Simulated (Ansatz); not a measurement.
Starting cell, BeO (wurtzite):

```yaml
crystal:
  lattice:
    - [5.42363, 0.00000, 0.00000]
    - [-1.35591, 2.34850, 0.00000]
    - [0.00000, 0.00000, 4.40456]
  atoms:
    - { symbol: Be, position: [0.33333, 0.33333, 0.00149] }
    - { symbol: Be, position: [0.83333, 0.33333, 0.00149] }
    - { symbol: Be, position: [0.16667, 0.66667, 0.50149] }
    - { symbol: Be, position: [0.66667, 0.66667, 0.50149] }
    - { symbol: O, position: [0.33333, 0.33333, 0.62371] }
    - { symbol: O, position: [0.83333, 0.33333, 0.62371] }
    - { symbol: O, position: [0.16667, 0.66667, 0.12371] }
    - { symbol: O, position: [0.66667, 0.66667, 0.12371] }
```

The atoms are displaced by Q × the pattern below (from a DFPT mode at M = (0.5, 0.0, 0.0), largest move 1; Q in Å), at fixed cell. (q is in reciprocal vectors of the primitive cell; the cell shown is doubled to hold the pattern.)

```tsv
atom	x	y	z
Be1	0.500	-0.866	0.000
Be2	-0.500	0.866	0.000
Be3	-0.500	0.866	0.000
Be4	0.500	-0.866	0.000
O5	0.251	-0.435	0.000
O6	-0.251	0.435	0.000
O7	-0.251	0.435	0.000
O8	0.251	-0.435	0.000
```

The numbers are results of PBE (plane waves to 420 eV, PAW, scalar-relativistic; Ansatz, a quantum-chemistry and plane-wave program), not measurements. k mesh 7×14×8 (Γ-centred), Fermi-Dirac smearing 0.05 eV. E stands for the smeared free energy. BeO was relaxed with its symmetry unable to fall. ΔE is measured from the undisplaced structure.

| Q (Å) | ΔE (meV/cell) |
|---|---|
| -0.180 | 1431 |
| -0.120 | 607 |
| -0.060 | 148 |
| 0.000 | 0 |
| 0.060 | 148 |
| 0.120 | 607 |
| 0.180 | 1431 |

Which DFPT wavenumber at M = (0.5, 0.0, 0.0) belongs to this mode?
A. 487 cm⁻¹
B. 650 cm⁻¹
C. 321 cm⁻¹
D. 854 cm⁻¹

B, 650 cm⁻¹. The curvature of the scan gives 650 cm⁻¹

(A displaced cell: forces are minus the slopes of the energy, force constants its curvatures, and phonons follow from these.)
